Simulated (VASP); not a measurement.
# Fe (Im-3m) in VASP: single point with r2SCAN

Aim: the single point of Fe with r2SCAN.

All numbers are computed with VASP 6.6.1; they aren't measurements. Logs are shortened: lines on timing, memory, paths and dates and some standing lists are left out, and cuts for length are marked.

## (1) The structure

The structure is cubic, space group Im-3m (No. 229). Conventional cell: a = 2.886 Å, b = 2.886 Å, c = 2.886 Å, α = 90.00°, β = 90.00°, γ = 90.00°. Fe (site symmetry m-3m) is surrounded by 8 Fe at 2.50 Å.

## (2) Single point, r2SCAN, collinear spin, ferromagnetic start

Input file INCAR:

```
  ALGO = Normal
  EDIFF = 1E-6
  ENCUT = 520
  ISIF = 2
  ISMEAR = -1
  ISPIN = 2
  LASPH = T
  LCHARG = F
  LMAXMIX = 4
  LMIXTAU = T
  LORBIT = 11
  LREAL = F
  LWAVE = F
  MAGMOM = 3
  METAGGA = R2SCAN
  NELM = 120
  PREC = Accurate
  SIGMA = 0.05
```

Input file KPOINTS:

```
k-points
0
Gamma
  13 13 13
```

Input file POSCAR:

```
Fe
1.0
   -1.4430000000      1.4430000000      1.4430000000
    1.4430000000     -1.4430000000      1.4430000000
    1.4430000000      1.4430000000     -1.4430000000
Fe
1
Direct
    0.0000000000      0.0000000000      0.0000000000
```

Potentials or basis: VASP PAW PBE potentials, release 64 (Fe).

Run with:

```bash
cat potpaw_PBE.64/Fe/POTCAR > POTCAR
mpirun -np 1 vasp_std > vasp.out
```

OUTCAR:

```text
EDIFF = 1E-6
   ENCUT = 520
   ISIF = 2
   ISMEAR = -1
   ISPIN = 2
   LASPH = T
   LORBIT = 11
   LREAL = F
   METAGGA = R2SCAN
   NELM = 120
   PREC = Accurate

 ion  position               nearest neighbor table
   1  0.000  0.000  0.000-

  LATTYP: Found a body centered cubic cell.
 ALAT       =     2.8860000000

  Lattice vectors:

 A1 = (  -1.4430000000,   1.4430000000,   1.4430000000)
 A2 = (   1.4430000000,  -1.4430000000,   1.4430000000)
 A3 = (   1.4430000000,   1.4430000000,  -1.4430000000)

Analysis of symmetry for initial positions (statically):
=====================================================================
 Subroutine PRICEL returns:
 Original cell was already a primitive cell.

 Routine SETGRP: Setting up the symmetry group for a
 body centered cubic supercell.

 Subroutine GETGRP returns: Found 48 space group operations
 (whereof 48 operations were pure point group operations)
 out of a pool of 48 trial point group operations.

The static configuration has the point symmetry O_h .

Analysis of symmetry for dynamics (positions and initial velocities):
=====================================================================
 Subroutine PRICEL returns:
 Original cell was already a primitive cell.

 Routine SETGRP: Setting up the symmetry group for a
 body centered cubic supercell.

 Subroutine GETGRP returns: Found 48 space group operations
 (whereof 48 operations were pure point group operations)
 out of a pool of 48 trial point group operations.

The dynamic configuration has the point symmetry O_h .

Analysis of structural, dynamic, and magnetic symmetry:
=====================================================================
 Subroutine PRICEL returns:
 Original cell was already a primitive cell.

 Routine SETGRP: Setting up the symmetry group for a
 body centered cubic supercell.

 Subroutine GETGRP returns: Found 48 space group operations
 (whereof 48 operations were pure point group operations)
 out of a pool of 48 trial point group operations.

The overall configuration has the point symmetry O_h .

 Subroutine INISYM returns: Found 48 space group operations
 (whereof 48 operations are pure point group operations),
 and found     1 'primitive' translations

----------------------------------------------------------------------------------------

                                     Primitive cell

  volume of cell :      12.0187

  direct lattice vectors                    reciprocal lattice vectors
    -1.443000000  1.443000000  1.443000000     0.000000000  0.346500347  0.346500347
     1.443000000 -1.443000000  1.443000000     0.346500347  0.000000000  0.346500347
     1.443000000  1.443000000 -1.443000000     0.346500347  0.346500347  0.000000000

  length of vectors
     2.499349315  2.499349315  2.499349315     0.490025489  0.490025489  0.490025489

  position of ions in fractional coordinates (direct lattice)
     0.000000000  0.000000000  0.000000000

  ion indices of the primitive-cell ions
   primitive index   ion index
                 1           1

----------------------------------------------------------------------------------------

 KPOINTS: k-points

Automatic generation of k-mesh.
 Grid dimensions read from file:
 generate k-points for:   13   13   13

 Generating k-lattice:

  Cartesian coordinates                     Fractional coordinates (reciprocal lattice)
     0.000000000  0.026653873  0.026653873     0.076923077  0.000000000  0.000000000
     0.026653873  0.000000000  0.026653873     0.000000000  0.076923077  0.000000000
     0.026653873  0.026653873  0.000000000     0.000000000  0.000000000  0.076923077

  Length of vectors
     0.037694268  0.037694268  0.037694268

  Shift w.r.t. Gamma in fractional coordinates (k-lattice)
     0.000000000  0.000000000  0.000000000

 Subroutine IBZKPT returns following result:
 ===========================================

 Found     84 irreducible k-points:

 Following reciprocal coordinates:
            Coordinates               Weight
  0.000000  0.000000  0.000000      1.000000
  0.076923  0.000000  0.000000     12.000000
  0.153846  0.000000  0.000000     12.000000
  0.230769  0.000000  0.000000     12.000000
  0.307692  0.000000  0.000000     12.000000
  0.384615  0.000000  0.000000     12.000000
[... 16 lines left out ...]
  0.153846  0.076923  0.076923     24.000000
  0.230769  0.076923  0.076923     24.000000
 [... further k-points ...]
   k-points           NKPTS =     84   k-points in BZ     NKDIM =     84   number of bands    NBANDS=     10
   number of dos      NEDOS =    301   number of ions     NIONS =      1
   total plane-waves  NPLWV =   8000
   dimension x,y,z NGX =    20 NGY =   20 NGZ =   20
   dimension x,y,z NGXF=    40 NGYF=   40 NGZF=   40
   ions per type =               1
   NGX,Y,Z   is equivalent  to a cutoff of  13.30, 13.30, 13.30 a.u.
   NGXF,Y,Z  is equivalent  to a cutoff of  26.61, 26.61, 26.61 a.u.
 SYSTEM =  unknown system
   PREC   = accura    normal or accurate (medium, high low for compatibility)
   ISTART =      0    job   : 0-new  1-cont  2-samecut
   ICHARG =      2    charge: 1-file 2-atom 10-const
   ISPIN  =      2    spin polarized calculation?
   LNONCOLLINEAR =      F non collinear calculations
   LSORBIT =      F    spin-orbit coupling
   LASPH  =      T    aspherical Exc in radial PAW
   ENCUT  =  520.0 eV  38.22 Ry    6.18 a.u.   4.65  4.65  4.65*2*pi/ulx,y,z
   NELM   =    120;   NELMIN=  2; NELMDL= -5     # of ELM steps
   EDIFF  = 0.1E-05   stopping-criterion for ELM
   LREAL  =      F    real-space projection
   EDIFFG = 0.1E-04   stopping-criterion for IOM
   NSW    =      0    number of steps for IOM
   IBRION =     -1    ionic relax: 0-MD 1-quasi-New 2-CG
   NFREE  =      0    steps in history (QN), initial steepest desc. (CG)
   ISIF   =      2    stress and relaxation
   ISYM   =      2    0-nonsym 1-usesym 2-fastsym
   POTIM  = 0.5000    time-step for ionic-motion
   TEBEG  =    0.0;   TEEND  =   0.0 temperature during run
   PSTRESS=    0.0 pullay stress
   NELECT =       8.0000    total number of electrons
   NUPDOWN=      -1.0000    fix difference up-down
   EMIN   =  10.00;   EMAX   =-10.00  energy-range for DOS
   EFERMI =   0.00;   METHOD = LEGACY
   ISMEAR =    -1;   SIGMA  =   0.05  broadening in eV -4-tet -1-fermi 0-gaus
   EFERMI_NEDOS =   21; number of points for ismear=-14 and -15
   IALGO  =     38    algorithm
   IMIX   =      4    mixing-type and parameters
     AMIX     =   0.40;   BMIX     =  1.00
     AMIX_MAG =   1.60;   BMIX_MAG =  1.00
  volume/ion in A,a.u.               =      12.02        81.11
  Fermi-wavevector in a.u.,A,eV,Ry     =   1.429394  2.701162 27.798962  2.043166
  Thomas-Fermi vector in A             =   2.549352
   LORBIT       =     11    0 simple, 1 ext, 2 COOP (PROOUT), +10 PAW based schemes
   METAGGA = R2SCAN    functional components
   LHFCALC =     F    Hartree Fock is set to
   AEXX    =    0.0000 exact exchange contribution
   IVDW    =     0    specifies the selected vdW correction
   LEPSILON=     F    determine dielectric tensor
   LRPA    =     F    only Hartree local field effects (RPA)
 spin polarized calculation
  energy-cutoff  :      520.00
  volume of cell :       12.02
 maximum number of plane-waves:       336
   NGX =  9   NGY =  9   NGZ =  9

 number of electron       7.9999995 magnetization       2.6507146

 Free energy of the ion-electron system (eV)
  ---------------------------------------------------
  ext. energy  EPLUGINS =         0.00000000
  ---------------------------------------------------
  free energy    TOTEN  =       -14.36334395 eV

  energy without entropy =      -14.35809432  energy(sigma->0) =      -14.36071914

 E-fermi :   5.3191     XC(G=0): -13.8910

 val. band max:        5.3154453839   @ k =   0.1538   0.0769  -0.0000
 cond. band min:       5.3499636201   @ k =   0.1538   0.0000   0.0000
 fundamental gap:      0.0345182361
 Fermi energy:         5.3190998037

 spin component 1

 k-point     1 :       0.0000    0.0000    0.0000
  band No.  band energies     occupation
      1      -3.0878      1.00000
      2       2.2433      1.00000
      3       2.2433      1.00000
      4       2.2433      1.00000
      5       3.3968      1.00000
      6       3.3968      1.00000
      7      30.7134      0.00000
      8      30.7134      0.00000
      9      30.7134      0.00000
     10      35.4161      0.00000
[... 287 lines left out ...]
 k-point    24 :       0.2308    0.0769    0.0769
  band No.  band energies     occupation
      1       0.1248      1.00000
      2       1.5255      1.00000
      3       2.0432      1.00000
      4       3.3410      1.00000
      5       3.4806      1.00000
      6       4.6147      1.00000
      7      18.3773      0.00000
      8      22.6738      0.00000
      9      24.2732      0.00000
     10      32.1508      0.00000

 [... further k-points ...]

 spin component 2

 k-point     1 :       0.0000    0.0000    0.0000
  band No.  band energies     occupation
      1      -3.7334      1.00000
      2       5.6696      0.00090
      3       5.6696      0.00090
      4       5.6696      0.00090
      5       7.8473      0.00000
      6       7.8473      0.00000
      7      30.3345      0.00000
      8      30.3346      0.00000
      9      30.3346      0.00000
     10      36.0025      0.00000
[... 287 lines left out ...]
 k-point    24 :       0.2308    0.0769    0.0769
  band No.  band energies     occupation
      1       0.1917      1.00000
      2       4.5599      1.00000
      3       4.6351      1.00000
      4       7.6273      0.00000
      5       7.9792      0.00000
      6       8.0568      0.00000
      7      19.4789      0.00000
      8      23.1788      0.00000
      9      25.7713      0.00000
     10      32.3863      0.00000

 [... further k-points ...]

------------------------ aborting loop because EDIFF is reached ----------------------------------------

  FORCE on cell =-STRESS in cart. coord.  units (eV):
  Direction    XX          YY          ZZ          XY          YZ          ZX
  --------------------------------------------------------------------------------------
  -------------------------------------------------------------------------------------
  Total       -0.3242006     -0.3242006     -0.3242006      0.0000000      0.0000000     -0.0000000
  in kB      -43.2180764    -43.2180764    -43.2180764      0.0000000      0.0000000     -0.0000000
  external PRESSURE =     -43.2180764 kB  Pullay stress =       0.0000000 kB

 VOLUME and BASIS-vectors are now :
 -----------------------------------------------------------------------------
  energy-cutoff  :      520.00
  volume of cell :       12.02
      direct lattice vectors                 reciprocal lattice vectors
    -1.443000000  1.443000000  1.443000000     0.000000000  0.346500347  0.346500347
     1.443000000 -1.443000000  1.443000000     0.346500347  0.000000000  0.346500347
     1.443000000  1.443000000 -1.443000000     0.346500347  0.346500347  0.000000000

 POSITION                                       TOTAL-FORCE (eV/Angst)
 -----------------------------------------------------------------------------------
      0.00000      0.00000      0.00000         0.000000     -0.000000      0.000000
 -----------------------------------------------------------------------------------
    total drift:                                0.000000     -0.000000     -0.000000

  FREE ENERGIE OF THE ION-ELECTRON SYSTEM (eV)
  ---------------------------------------------------
  free  energy   TOTEN  =       -14.3633439521 eV

  energy  without entropy=      -14.3580943243  energy(sigma->0) =      -14.36071914

 total charge

# of ion       s       p       d       tot
------------------------------------------
    1        0.469   0.532   6.157   7.158

 magnetization (x)

# of ion       s       p       d       tot
------------------------------------------
    1       -0.013  -0.118   2.860   2.729
```

Run time: 58 s. Hardware: 1 thread of Intel Xeon Platinum 8488C (Sapphire Rapids), shared host; peak memory 0.13 GiB.

What came out:

| Quantity | Value |
| --- | --- |
| Free energy | -14.3633 eV |
| Pressure | -4.3 GPa |
| Band gap on the k mesh | none (metal or under the smearing width) |
| Net moment | 2.65 μB per cell |
| Site moments | Fe +2.73 μB |
| Valence electrons inside the program's atomic spheres | Fe 7.16 |

Caveat: the PAW data sets were made with another functional, which shifts forces and pressure a little.

## (3) For comparison

An earlier run on the cell as given: functional PBE; potentials or basis VASP PAW PBE potentials, release 64 (Fe); cutoff 520 eV; k mesh 13 × 13 × 13; occupations fermi-dirac, width 0.05 eV; collinear spin, ferromagnetic start; starting moments [3.0] μB.

- Pressure: -9.1 GPa
- Band gap on the k mesh: none (metal or under the smearing width)
- Net moment: 2.28 μB per cell
- Site moments: Fe +2.29 μB
- Valence electrons inside the program's atomic spheres: Fe 7.16
